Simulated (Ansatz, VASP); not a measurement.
## SiO2 in VASP and in Ansatz

The input INCAR:

```
SYSTEM = SiO2
PREC     = Accurate       ! precision mode
ENCUT    = 520            ! plane-wave cutoff, eV
EDIFF    = 1E-7           ! SCF threshold, eV
ISMEAR   = 0              ! smearing method
SIGMA    = 0.05           ! smearing width, eV
LREAL    = .FALSE.        ! projectors in reciprocal space
LASPH    = .TRUE.         ! aspherical terms in the spheres
NELM     = 60             ! most SCF steps
ALGO     = Normal         ! electronic algorithm
ISIF     = 2              ! what is computed and relaxed
LWAVE    = .FALSE.        ! write WAVECAR
LCHARG   = .FALSE.        ! write CHGCAR
NBANDS   = 25             ! bands
```

KPOINTS

```
regular mesh
0
G
  6 6 10
  0 0 0
```

The input POSCAR:

```
SiO2
1.0
    4.1089106089      0.0000000000      0.0000000000
    0.0000000000      4.1089106089      0.0000000000
    0.0000000000      0.0000000000      3.1568760208
Si O
2 4
Direct
    0.5000000000      0.5000000000      0.5000000000
    0.0000000000      0.0000000000      0.0000000000
    0.6944252994      0.6944252994      0.0000000000
    0.1944252994      0.8055747006      0.5000000000
    0.3055747006      0.3055747006      0.0000000000
    0.8055747006      0.1944252994      0.5000000000
```

Input for Ansatz:

```yaml
crystal:
  lattice:
    - [4.1089106089, 0.0, 0.0]
    - [0.0, 4.1089106089, 0.0]
    - [0.0, 0.0, 3.1568760208]
  atoms:
    - { symbol: Si, position: [0.5, 0.5, 0.5] }
    - { symbol: Si, position: [0.0, 0.0, 0.0] }
    - { symbol: O, position: [0.6944252994, 0.6944252994, 0.0] }
    - { symbol: O, position: [0.1944252994, 0.8055747006, 0.5] }
    - { symbol: O, position: [0.3055747006, 0.3055747006, 0.0] }
    - { symbol: O, position: [0.8055747006, 0.1944252994, 0.5] }
basis:
  ecutwfc: 520.0
kpoints:
  mp_grid: { grid: [6, 6, 10] }
hamiltonian:
  xc: lda
  pseudopotentials: { kind: paw, azcp: { folder: soft_1 } }
scf:
  occupations: { method: gaussian, width: 0.05 }
output:
  forces: true
  stress: true
  eigenvalues: true
```

Alike in both runs: task single point; functional LDA; k mesh 6 × 6 × 10; occupations gaussian, width 0.05 eV; no spin polarisation.

```csv
,VASP,Ansatz
version,VASP 6.6.1,Ansatz 0.2.0
potentials or method,"VASP PAW LDA potentials, release 64 (Si, O)","scalar-relativistic, plane waves, PAW"
plane-wave cutoff (eV),520,520
valence electrons in the cell,32,32
```

```csv
,VASP,Ansatz,Ansatz less VASP
gap on the k mesh at the Fermi level (eV),2.79,2.79,+0.003
least direct gap on the mesh (eV),2.79,2.79,+0.003
rms of the force components (eV/Å),0.410,0.427,+0.0166
```

Atom by atom the forces differ by 0.017 eV/Å (rms over components). Ansatz warned: «pseudo_functional_mismatch».
